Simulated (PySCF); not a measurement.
Spectrum to structure. Method: TDDFT wB97X-D/def2-SVPD, vertical, gas phase, core orbitals frozen in the response, def2 core potentials past Kr (PySCF). Geometries: PBE0-D3(BJ)/def2-SVP, one conformer each. Atoms past krypton carry core potentials; spin–orbit coupling is left out.

```
state  E (eV)       f
   S1    4.96   0.013
   S2    5.92  0.0043
   S3    6.22  0.0002
   S4    6.68   0.082
   S5    6.91  0.0020
   S6    7.33   0.140
   S7    7.34   0.241
   S8    7.46  0.0087
   S9    7.64   0.134
  S10    7.72   0.031
```

Orbital energies (eV): HOMO-3 -11.31, HOMO-2 -11.15, HOMO-1 -9.95, HOMO -8.56, LUMO 0.95, LUMO+1 1.49, LUMO+2 1.97.

**Question.** Which candidate is it?
A. `C1[C@H]2C[C@@H]12`
B. `[H][Sn]([H])([H])[S]C`
C. `C=C=C`

**Answer.** B. Its S1, at 4.96 eV, is the lowest among the candidates; the nearest of the others has S1 at 6.01 eV. S1 is HOMO→LUMO (84%). Löwdin shares by element: HOMO sulfur 73%, carbon 11%, tin 7%; LUMO tin 40%, sulfur 26%, hydrogen 22% or more. At the same level the other candidates give, for their lowest levels:
- `C=C=C`: 6.01 eV (f 0.000); 6.25 eV (f 0.000); 7.45 eV (f 0.000); 7.53 eV (f 0.074 summed over 2 states); 8.05 eV (f 1.167); T1 4.66 eV; HOMO -9.60, LUMO 2.07 eV
- `C1[C@H]2C[C@@H]12`: 7.34 eV (f 0.000); 7.82 eV (f 0.039); 7.85 eV (f 0.083); 7.95 eV (f 0.001); 8.55 eV (f 0.076); T1 6.92 eV; HOMO -8.95, LUMO 2.72 eV
Triplets come from the Tamm–Dancoff approximation.
